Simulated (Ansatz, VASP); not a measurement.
**CuAu in VASP and in Ansatz**

The input INCAR:

```
SYSTEM = CuAu
ALGO     = Fast           ! electronic algorithm
EDIFF    = 1E-6           ! SCF threshold, eV
ENCUT    = 520            ! plane-wave cutoff, eV
GGA      = PE             ! functional
ISIF     = 2              ! what is computed and relaxed
ISMEAR   = 0              ! smearing method
LASPH    = .TRUE.         ! aspherical terms in the spheres
LCHARG   = .FALSE.        ! write CHGCAR
LREAL    = .FALSE.        ! projectors in reciprocal space
LWAVE    = .FALSE.        ! write WAVECAR
NBANDS   = 18             ! bands
NELM     = 80             ! most SCF steps
PREC     = Accurate       ! precision mode
SIGMA    = 0.15           ! smearing width, eV
```

File KPOINTS:

```
k-points
0
G
  18 18 14
  0 0 0
```

File POSCAR:

```
CuAu
1.0
    2.7300000000      0.0000000000      0.0000000000
    0.0000000000      2.7300000000      0.0000000000
    0.0000000000      0.0000000000      3.8535000000
Cu Au
1 1
Direct
    0.5000000000      0.5000000000      0.5000000000
    0.0000000000      0.0000000000      0.0000000000
```

Input for Ansatz:

```yaml
crystal:
  lattice:
    - [2.73, 0.0, 0.0]
    - [0.0, 2.73, 0.0]
    - [0.0, 0.0, 3.8535]
  atoms:
    - { symbol: Cu, position: [0.5, 0.5, 0.5] }
    - { symbol: Au, position: [0.0, 0.0, 0.0] }
basis:
  ecutwfc: 420
kpoints:
  mp_grid: { grid: [18, 18, 14] }
hamiltonian:
  xc: pbe
scf:
  occupations: { method: gaussian, width: 0.15 }
output:
  forces: true
  stress: true
  eigenvalues: true
  write_density: true
  write_potential: true
  elf: true
  volumetric_format: npy
```

Change from the starting cell: strain -0.025 along x and y, +0.050 along z, atoms carried along.

Alike in both runs: task single point; functional PBE; k mesh 18 × 18 × 14; occupations gaussian, width 0.15 eV; no spin polarisation.

|  | VASP | Ansatz |
| --- | --- | --- |
| version | VASP 6.6.1 | Ansatz 0.2.0 |
| potentials or method | VASP PAW PBE potentials, release 64 (Cu, Au) | scalar-relativistic, plane waves, PAW |
| plane-wave cutoff (eV) | 520 | 420 |
| valence electrons in the cell | 22 | 38 |

Ansatz gave:

```
gap on the k mesh at the Fermi level (eV)       : none
pressure (GPa)                                  : 7.8
largest component of the traceless stress (GPa) : 3.75
```

Q: Which values does VASP return?

A: gap on the k mesh at the Fermi level (eV): none; pressure (GPa): 7.8; largest component of the traceless stress (GPa): 3.67.

A gap of «none» marks a metal or a gap that the smearing closes. With one functional, cell and mesh, what is left measures potentials, basis and numerics. The two sets of potentials don't hold the same shells in valence.

Spin-orbit coupling is left out, which matters for the levels of Au.
